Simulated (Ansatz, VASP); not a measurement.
## KBr: VASP beside Ansatz

File INCAR:

```
PREC     = Accurate       # precision mode
ENCUT    = 520            # plane-wave cutoff, eV
EDIFF    = 1E-6           # SCF threshold, eV
ISMEAR   = 0              # smearing method
SIGMA    = 0.1            # smearing width, eV
LREAL    = False          # projectors in reciprocal space
LASPH    = True           # aspherical terms in the spheres
NELM     = 80             # most SCF steps
ALGO     = Normal         # electronic algorithm
ISIF     = 2              # what is computed and relaxed
LWAVE    = False          # write WAVECAR
LCHARG   = True           # write CHGCAR
GGA      = PE             # functional
LELF     = True           # ELF
LVHAR    = True         
NBANDS   = 15             # bands
```

KPOINTS

```
regular mesh
0
Gamma
  6 6 6
```

POSCAR

```
KBr
1.0
    0.0000000000      3.3000000000      3.3000000000
    3.3000000000      0.0000000000      3.3000000000
    3.3000000000      3.3000000000      0.0000000000
K Br
1 1
Direct
    0.0000000000      0.0000000000      0.0000000000
    0.5000000000      0.5000000000      0.5000000000
```

Input for Ansatz:

```yaml
crystal:
  lattice:
    - [0.0, 3.3, 3.3]
    - [3.3, 0.0, 3.3]
    - [3.3, 3.3, 0.0]
  atoms:
    - { symbol: K, position: [0.0, 0.0, 0.0] }
    - { symbol: Br, position: [0.5, 0.5, 0.5] }
basis:
  ecutwfc: 420
kpoints:
  mp_grid: { grid: [6, 6, 6] }
hamiltonian:
  xc: pbe
scf:
  occupations: { method: gaussian, width: 0.1 }
output:
  forces: true
  stress: true
  eigenvalues: true
```

Alike in both runs: task single point; functional PBE; k mesh 6 × 6 × 6; occupations gaussian, width 0.1 eV; no spin polarisation.

|  | VASP | Ansatz |
| --- | --- | --- |
| version | VASP 6.6.1 | Ansatz 0.2.0 |
| potentials or method | VASP PAW PBE potentials, release 64 (K_sv, Br) | scalar-relativistic, plane waves, PAW |
| plane-wave cutoff (eV) | 520 | 420 |
| valence electrons in the cell | 16 | 16 |

```csv
,VASP,Ansatz,Ansatz less VASP
gap on the k mesh at the Fermi level (eV),4.43,4.44,+0.002
least direct gap on the mesh (eV),4.43,4.44,+0.002
pressure (GPa),0.8,0.7,-0.04
```
